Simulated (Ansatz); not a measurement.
AlP, space group F-43m: an equation of state with a fit, run with the Python package of Ansatz (0.2.0).

Script `eos_alp.py`:
```python
# -*- coding: utf-8 -*-
'''Bulk modulus of AlP from an E(V) curve.'''

import ansatz as az
import numpy as np

VECTORS = np.array([
    [0.0, 2.7255, 2.7255],
    [2.7255, 0.0, 2.7255],
    [2.7255, 2.7255, 0.0],
])
SITES = [
    ('Al', [0.0, 0.0, 0.0]),
    ('P', [0.25, 0.25, 0.25]),
]


def on_lattice(cell):
    crystal = az.Crystal(lattice=az.Lattice.of(cell))
    for symbol, position in SITES:
        crystal = crystal.atom(symbol, position)
    return crystal


def main():
    # scale the volume, keep shape and fractions
    volumes, energies = [], []
    for scale in np.linspace(0.95, 1.07, 5):
        cell = VECTORS * scale ** (1 / 3)
        calc = (
            on_lattice(cell).calculation()
            .functional('pbe')
            .pseudopotentials('paw')
            .occupations('Fixed')
            .scf(tolerance=1e-09)
            .basis(500)
            .kpoints(6, 6, 6)
        )
        summary = calc.run().report
        volumes.append(abs(np.linalg.det(cell)) / len(SITES))
        energies.append(summary['free_energy_ev'] / len(SITES))
        print(f'V = {volumes[-1]:8.4f} A^3/atom  F = {energies[-1]:.5f} eV/atom')

    # third-order Birch-Murnaghan: a cubic in V^(-2/3)
    x = np.array(volumes) ** (-2 / 3)
    poly = np.polynomial.Polynomial.fit(x, energies, 3).convert()
    roots = poly.deriv().roots()
    x0 = min((r.real for r in roots if abs(r.imag) < 1e-9 and poly.deriv(2)(r.real) > 0), key=lambda r: abs(r - x.mean()))
    v0 = x0 ** -1.5
    b0 = 4 / 9 * poly.deriv(2)(x0) * v0 ** (-7 / 3) * 160.21766
    b1 = 4 + 2 / 3 * x0 * poly.deriv(3)(x0) / poly.deriv(2)(x0)
    print(f'V0 = {v0:.4f} A^3/atom, B0 = {b0:.1f} GPa, dB/dP = {b1:.2f}')


if __name__ == '__main__':
    main()
```

From its runs, with one value withheld:

| V (Å³/atom) | F less the lowest row shown (meV/atom) |
| --- | --- |
| 19.234 | ? |
| 19.841 | 14.60 |
| 20.448 | 2.20 |
| 21.056 | 0.00 |
| 21.663 | 6.57 |

What is the missing energy at 19.234 Å³ an atom?

A third-order Birch-Murnaghan fit, E = E0 + (9 V0 B0 / 16) [(t - 1)³ B' + (t - 1)² (6 - 4t)] with t = (V0/V)^(2/3), through the 4 rows shown gives V0 = 20.892 Å³, B0 = 82.7 GPa, B' = 4.18 and E0 = -0.33 meV. At V = 19.234 Å³, t = 1.05669, and the fit extrapolates to 38.88 meV. The run gave 38.86 meV, a miss of 0.03 meV.

Caveats:
- Of the deposited cell: the entry's cell lengths or inner coordinates differ somewhat from later room-temperature determinations.
- The starting cell is as deposited in a crystallographic database; the results hold for this polymorph, which needn't be the stable one.
- Wall time of the script: 3.9 s on 1 thread of Arm Neoverse V1, on a shared host, peak memory 0.33 GiB.
